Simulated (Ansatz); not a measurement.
SrO (NiAs type), relaxed with r2SCAN. It is hexagonal, P6_3/mmc (No. 194); a = 3.563 Å, c = 6.255 Å in the conventional setting, 17.19 Å³ an atom. Sr has 6 O at 2.58 Å; O has 6 Sr at 2.58 Å.

```cif
data_structure
_symmetry_space_group_name_H-M 'P6_3/mmc'
_symmetry_Int_Tables_number 194
_cell_length_a 3.5632
_cell_length_b 3.5632
_cell_length_c 6.2551
_cell_angle_alpha 90.000
_cell_angle_beta 90.000
_cell_angle_gamma 120.000
_cell_volume 68.78
loop_
_atom_site_label
_atom_site_type_symbol
_atom_site_symmetry_multiplicity
_atom_site_Wyckoff_symbol
_atom_site_fract_x
_atom_site_fract_y
_atom_site_fract_z
_atom_site_occupancy
Sr1 Sr 2 a 0.00000 0.00000 0.00000 1
O1 O 2 c 0.33333 0.66667 0.25000 1
```

The questions ask for values computed with Ansatz on this geometry. These are computed values for a non-magnetic cell that may be hypothetical; none is a measurement.

Given (12×12×4 mesh): The PBE gap is direct at Γ: 3.44 eV.

Task: How does the gap change from PBE to r2SCAN (12×12×4)?

Result: With r2SCAN the gap is 3.98 eV and direct, at Γ. The gap differs by +0.54 eV from PBE's.

Task: How does the gap change from PBE to DDH-PBE0 (6×6×4)?

Result: With DDH-PBE0 the gap is 5.77 eV and direct, at Γ. The share of exact exchange is 0.261. The gap differs by +2.33 eV from PBE's.

Task: Roughly how does the cost of the DDH-PBE0 run (6×6×4) compare with r2SCAN's (12×12×4)?

Result: About 15 times as much (5 core-minutes against 22 core-seconds, on a shared machine).

Task: How strongly does the crystal screen a field with clamped ions (r2SCAN)?

Result: ε∞: 3.50 along x and y, 3.65 along z. Born charges, averaged over directions: Sr +2.43, O -2.43 e.

Task: Relaxed again with PBEsol, is the cell stable at the zone centre, and where do its optical modes lie?

Result: All optical modes at Γ are real, from 31 to 428 cm⁻¹ without the longitudinal term; this says nothing of other wave vectors. With the long-range field the highest mode reaches 464 cm⁻¹.

Task: How do the levels compare, in gap and in cost?

Result: r2SCAN covers 36 % of the step from PBE to HSE06, while HSE06 needs about 11 times r2SCAN's cost (on a coarser mesh). All these functionals give a gap of the same kind, direct.

The meshes of the hybrids are coarse, so their gaps aren't converged to the digits shown.

Set aside, since their points miss a band edge that the other levels read or their mesh is too coarse: HSE06+SOC.
